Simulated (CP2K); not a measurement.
The system is NaCl.

```
CELL_PARAMETERS angstrom
3.50219 0.00000 0.00000
0.00000 3.50219 0.00000
0.00000 0.00000 3.50219
ATOMIC_POSITIONS crystal
Cl 0.50000 0.50000 0.50000
Na 0.00000 0.00000 0.00000
```

Measurements of this composition are mostly on another form, of space group No. 225.

Base run:

- Program: CP2K 2026.2
- Functional: PBEsol
- Potentials or basis: POTENTIAL_UZH Cl GTH-PBE-q7, Na GTH-PBE-q9; TZVP-MOLOPT-PBE-GTH basis
- Density cutoff: 19048 eV
- k mesh: 8 × 8 × 8
- Occupations: fermi-dirac, width 0.05 eV
- Spin: no spin polarisation

Its results: band gap on the k mesh 3.80 eV, indirect (least direct gap 4.30 eV); pressure -0.8 GPa.

Q: After a change of settings the same cell gave: band gap on the k mesh 3.95 eV, indirect (least direct gap 4.44 eV); pressure 0.2 GPa. Which change was it?
A. functional from PBEsol to BEEF-vdW
B. functional from PBEsol to AM05
C. functional from PBEsol to OLYP
D. functional from PBEsol to LDA

A: B.

Caveats: the potentials were made for another functional, which shifts forces and pressure; the basis of atomic orbitals isn't converged, which shifts pressures, moduli and gaps.

Runs at the PBE level aren't shown here.
